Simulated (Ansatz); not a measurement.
Input and command of a plane-wave DFT calculation in Ansatz:

```yaml
crystal:
  lattice:
    - [5.0310318096, 0.0, 0.0]
    - [0.0, 5.0310318096, 0.0]
    - [0.0, 0.0, 7.0106427619]
  atoms:
    - { symbol: Si, position: [0.7977057924, 0.7977057924, 0.5] }
    - { symbol: Si, position: [0.7022942076, 0.2977057924, 0.25] }
    - { symbol: Si, position: [0.2022942076, 0.2022942076, 0.0] }
    - { symbol: Si, position: [0.2977057924, 0.7022942076, 0.75] }
    - { symbol: O, position: [0.2602933157, 0.3988188958, 0.8219652075] }
    - { symbol: O, position: [0.1011811042, 0.7602933157, 0.5719652075] }
    - { symbol: O, position: [0.7397066843, 0.6011811042, 0.3219652075] }
    - { symbol: O, position: [0.8988188958, 0.2397066843, 0.0719652075] }
    - { symbol: O, position: [0.7602933157, 0.1011811042, 0.4280347925] }
    - { symbol: O, position: [0.6011811042, 0.7397066843, 0.6780347925] }
    - { symbol: O, position: [0.2397066843, 0.8988188958, 0.9280347925] }
    - { symbol: O, position: [0.3988188958, 0.2602933157, 0.1780347925] }
basis:
  ecutwfc: 420
kpoints:
  mp_grid: { grid: [6, 6, 4] }
hamiltonian:
  xc: pbesol
scf:
  occupations: { method: gaussian, width: 0.02 }
output:
  forces: true
  stress: true
  eigenvalues: true
relax:
  adjacent_minimum: "off"
  f_tol: 0.005
  max_steps: 80
  cell: { stress_tol: 0.05 }
```

```bash
ansatz run input.yaml --threads 2 --pin off --max-ram 5120MiB --backend cpu --events-out ev --progress --plain --runs-dir out
```

Processor: Arm Neoverse V2, 2 threads, on a host shared with other jobs.

**Question.** How long does it run, and how much memory does it take?

**Answer.** About 24 s on 2 threads of Arm Neoverse V2, on a shared host, peak memory 0.46 GiB. It solves 44 bands at 30 k points (the mesh reduced by symmetry) with about 3491 plane waves (on the last cell), in 12 SCF iterations over 2 ionic steps.
